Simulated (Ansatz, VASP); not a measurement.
Two plane-wave programs on C

```
C
1.0
     0.00000    1.78574    1.78574
     1.78574    0.00000    1.78574
     1.78574    1.78574    0.00000
C
2
Direct
  0.00000 0.00000 0.00000
  0.25000 0.25000 0.25000
```

This isn't the form of C at room conditions, which is graphite.

Alike in both runs: task single point; functional PBE; k mesh 12 × 12 × 12; occupations gaussian, width 0.02 eV; no spin polarisation.

```csv
,VASP,Ansatz
version,VASP 6.6.1,Ansatz 0.2.0
potentials or method,"VASP PAW PBE potentials, release 64 (C)","scalar-relativistic, plane waves, PAW"
plane-wave cutoff (eV),520,420
valence electrons in the cell,8,8
```

Ansatz gave:

```
gap on the k mesh at the Fermi level (eV) : 4.15
least direct gap on the mesh (eV)         : 5.58
```

What did VASP give for the same quantities?

gap on the k mesh at the Fermi level (eV): 4.14; least direct gap on the mesh (eV): 5.58.

The functional is the same, so the differences come from potentials, cutoffs and numerics.
